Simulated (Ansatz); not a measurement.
The system is Te2Pt (Moncheite).

```
CELL_PARAMETERS angstrom
4.01000 0.00000 0.00000
-2.00500 3.47276 0.00000
0.00000 0.00000 5.20100
ATOMIC_POSITIONS crystal
Pt 0.00000 0.00000 0.00000
Te 0.66667 0.33333 0.75000
Te 0.33333 0.66667 0.25000
```

Base run:

* Program: Ansatz 0.2.0
* Functional: revPBE
* Potentials or basis: Ansatz PAW
* Cutoff: 420 eV (not typed: the program's choice for these potentials)
* k mesh: 8 × 8 × 5
* Occupations: fermi-dirac, width 0.05 eV
* Spin: no spin polarisation

Its results: band gap on the k mesh none (metal or under the smearing width); pressure 10.2 GPa; largest force 1.047 eV/Å.

Problem. The run is repeated on the same cell with these changes: functional from revPBE to BLYP. What comes out?

Solution. Band gap on the k mesh none (metal or under the smearing width); pressure 15.6 GPa; largest force 1.389 eV/Å.

Caveats: spin-orbit coupling is left out, which moves the levels of the heavy elements; the PAW data sets come from PBE, with cores solved anew for the run's functional, which leaves a small shift of forces and pressure; forces of over 1 eV/Å show positions far from the minimum, so gaps and moduli don't describe the material at rest; so large a pressure means that the cell lies far from this level's equilibrium, or that cutoff or potentials fall short (some runs).
